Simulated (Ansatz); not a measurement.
## Computed against measured: atomisation enthalpy at 298 K

6 molecules; the atomisation enthalpy at 298 K in kJ/mol, computed less measured. Shapes, held fixed at every level: PBE0-D4/def2-TZVP. Flexible molecules stand in one conformer, not always the lowest. Thermal terms are harmonic and unscaled (PBE0-D4/def2-TZVP); the spin-orbit lowering of the free atoms is taken from their spectra. Programs: Ansatz 0.2.0. Measured values: Active Thermochemical Tables, CRC Handbook of Chemistry and Physics, NIST-JANAF tables.

Levels: A = SPW92/def2-TZVPP; B = PBE-D4/def2-TZVPP; C = CCSD/def2-TZVPP.

| molecule | from tabulated heats | A | B | C |
| --- | --- | --- | --- | --- |
| B(OH)F2 (difluorohydroxyborane) | 2280 | +394 | +66 | -90 |
| CHClF2 (difluorochloromethane) | 1698 | +388 | +88 | -99 |
| CHF3 (trifluoromethane) | 1869 | +420 | +88 | -94 |
| SClO2F (sulfuryl chloride fluoride) | 1533 | +506 | +128 | -187 |
| C3H7Cl (1-chloropropane) | 3930 | +547 | +69 | -142 |
| C5H10 (1,1-dimethylcyclopropane) | 5773 | +810 | +116 | -205 |

Q: Which level does best on this set, which worst, and which err to one side?

A: 
| level | kind | mean error | mean absolute error | worst case |
| --- | --- | --- | --- | --- |
| SPW92/def2-TZVPP | LDA | +510.8 | 510.8 | C5H10 |
| PBE-D4/def2-TZVPP | GGA | +92.5 | 92.5 | SClO2F |
| CCSD/def2-TZVPP | coupled cluster or CI | -136.2 | 136.2 | C5H10 |

On this set PBE-D4/def2-TZVPP has the smallest mean absolute error and SPW92/def2-TZVPP the largest. SPW92/def2-TZVPP is too high in 6 of 6; PBE-D4/def2-TZVPP is too high in 6 of 6; CCSD/def2-TZVPP is too low in 6 of 6. The heats of C3H7Cl come from older tables and can be uncertain by 10 kJ/mol or more. Heats of the atoms come from ATcT where it has them, that of boron, 570 kJ/mol, from recent work. The tabulated values of B(OH)F2, SClO2F are in doubt (older tables, estimates, or at odds with other calculations) and kept here. Over the 4 molecules whose values aren't doubted the mean absolute errors are A 541.2; B 90.2; C 135.0. Correlated wave functions converge slowly with the basis. CCSD also lacks the triples, which bind further. The set is small.

The local density approximation overbinds because its exchange error is larger in the separated atoms than in the molecule. Gradient corrections lower the atoms' energies more and remove most of the excess, though not all. CCSD errs the other way: atomisation breaks electron pairs, so correlation missing from the calculation costs the molecule more than its atoms.

The absolute errors partly reflect size. C5H10 has the largest LDA error, +810, but relative to the total enthalpy both hydrocarbon-rich molecules fare better with PBE than the fluorinated ones. This fits PBE's known tendency to overbind where lone-pair-rich atoms meet.

SClO2F stands out for its modest atomisation enthalpy, and its doubtful reference can't account for both +128 with PBE and -187 with CCSD, since any shift that helps one harms the other. Sulfur in a high oxidation state probably adds to the CCSD deficit through its need for tight d functions. PBE's lead over CCSD here doesn't make it the better description of correlation.
